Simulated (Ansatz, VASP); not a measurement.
**Two plane-wave programs on Cr**

```xyz
1
Lattice="0.0000 1.7891 1.7891 1.7891 0.0000 1.7891 1.7891 1.7891 0.0000" Properties=species:S:1:pos:R:3 pbc="T T T"
Cr    0.0000    0.0000    0.0000
```

Alike in both runs: functional PBEsol; k mesh 20 × 20 × 20; occupations gaussian, width 0.1 eV; no spin polarisation.

Ansatz relaxed the structure, and its values are those at the end. VASP's run is a single point on that final structure, the one shown.

```csv
,VASP,Ansatz
version,VASP 6.6.1,Ansatz 0.2.0
potentials or method,"VASP PAW PBE potentials, release 64 (Cr_pv)","scalar-relativistic, plane waves, PAW"
plane-wave cutoff (eV),520,420
valence electrons in the cell,12,14
```

Ansatz gave:

```
gap on the k mesh at the Fermi level (eV) : none
pressure (GPa)                            : 0.0
```

Q: Which values does VASP return?

A: gap on the k mesh at the Fermi level (eV): none; pressure (GPa): -0.5.

A gap of «none» marks a metal or a gap that the smearing closes. The two sets of potentials don't hold the same shells in valence.

Caveats: the PAW data sets were made with another functional, which shifts forces and pressure a little (VASP); the run has no spin polarisation, though such a crystal can be magnetic. Spin polarisation is off, so any magnetic state and its effect on volume and gap are missing.
